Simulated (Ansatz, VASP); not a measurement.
**SnO2: VASP beside Ansatz**

INCAR

```
ALGO     = Normal         # electronic algorithm
EDIFF    = 1E-7           # SCF threshold, eV
ENCUT    = 520            # plane-wave cutoff, eV
GGA      = PS             # functional
ISIF     = 2              # what is computed and relaxed
ISMEAR   = 0              # smearing method
LASPH    = True           # aspherical terms in the spheres
LCHARG   = False          # write CHGCAR
LREAL    = False          # projectors in reciprocal space
LWAVE    = False          # write WAVECAR
NBANDS   = 20             # bands
NELM     = 60             # most SCF steps
PREC     = Accurate       # precision mode
SIGMA    = 0.05           # smearing width, eV
```

KPOINTS

```
k-points
0
Gamma
  12 12 12
```

The input POSCAR:

```
SnO2
1.0
    1.5763225363      0.9100902406      4.3304882037
   -1.5763225363      0.9100902406      4.3304882037
    0.0000000000     -1.8201804813      4.3304882037
Sn O
1 2
Direct
    0.5000000000      0.5000000000      0.5000000000
    0.2223917300      0.2223917300      0.2223917300
    0.7776082700      0.7776082700      0.7776082700
```

Input for Ansatz:

```yaml
crystal:
  lattice:
    - [1.5763225363, 0.9100902406, 4.3304882037]
    - [-1.5763225363, 0.9100902406, 4.3304882037]
    - [0.0, -1.8201804813, 4.3304882037]
  atoms:
    - { symbol: Sn, position: [0.5, 0.5, 0.5] }
    - { symbol: O, position: [0.22239173, 0.22239173, 0.22239173] }
    - { symbol: O, position: [0.77760827, 0.77760827, 0.77760827] }
basis:
  ecutwfc: 520.0
kpoints:
  mp_grid: { grid: [12, 12, 12] }
hamiltonian:
  xc: pbesol
  pseudopotentials: { kind: paw, azcp: { folder: soft_1 } }
scf:
  occupations: { method: gaussian, width: 0.05 }
output:
  forces: true
  stress: true
  eigenvalues: true
```

Alike in both runs: task single point; functional PBEsol; k mesh 12 × 12 × 12; occupations gaussian, width 0.05 eV; no spin polarisation.

```csv
,VASP,Ansatz
version,VASP 6.6.1,Ansatz 0.2.0
potentials or method,"VASP PAW PBE potentials, release 64 (Sn_d, O)","scalar-relativistic, plane waves, PAW"
plane-wave cutoff (eV),520,520
valence electrons in the cell,26,26
```

|  | VASP | Ansatz | Ansatz less VASP |
| --- | --- | --- | --- |
| gap on the k mesh at the Fermi level (eV) | 2.78 | 2.77 | -0.002 |
| least direct gap on the mesh (eV) | 4.05 | 4.04 | -0.015 |
| rms of the force components (eV/Å) | 2.456 | 2.412 | -0.0445 |

Atom by atom the forces differ by 0.044 eV/Å (rms over components). With one functional, cell and mesh, what is left measures potentials, basis and numerics. Ansatz warned: «pseudo_functional_mismatch».

Caveats: the PAW data sets were made with another functional, which shifts forces and pressure a little (VASP); spin-orbit coupling is left out, which moves the levels of the heavy elements. A k mesh can miss the band edges.
